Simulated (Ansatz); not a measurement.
The system is Te2Mo.

```
CELL_PARAMETERS angstrom
6.33000 0.00000 0.00000
0.00000 3.46900 0.00000
-0.94679 0.00000 13.82762
ATOMIC_POSITIONS crystal
Te 0.94370 0.75000 0.60450
Te 0.05630 0.25000 0.39550
Te 0.90300 0.25000 0.85140
Te 0.09700 0.75000 0.14860
Te 0.41120 0.75000 0.89550
Te 0.58880 0.25000 0.10450
Te 0.44320 0.25000 0.64840
Te 0.55680 0.75000 0.35160
Mo 0.81670 0.75000 0.99260
Mo 0.18330 0.25000 0.00740
Mo 0.68190 0.25000 0.49340
Mo 0.31810 0.75000 0.50660
```

Base run:

```yaml
Program: Ansatz 0.2.0
Functional: PBE
Potentials_or_basis: Ansatz PAW
Cutoff: "420 eV (not typed: the program's choice for these potentials)"
k_mesh: 4 × 8 × 2
Occupations: fermi-dirac, width 0.05 eV
Spin: no spin polarisation
```

Its results: band gap on the k mesh none (metal or under the smearing width); pressure 2.5 GPa; largest force 0.178 eV/Å.

Q: The run is repeated on the same cell with these changes: functional from PBE to revPBE. What comes out?

A: Band gap on the k mesh none (metal or under the smearing width); pressure 3.9 GPa; largest force 0.216 eV/Å.

revPBE binds less tightly than PBE, so the same cell stands under more pressure.

Caveats: spin-orbit coupling is left out, which moves the levels of the heavy elements; the PAW data sets come from PBE, with cores solved anew for the run's functional, which leaves a small shift of forces and pressure (some runs).
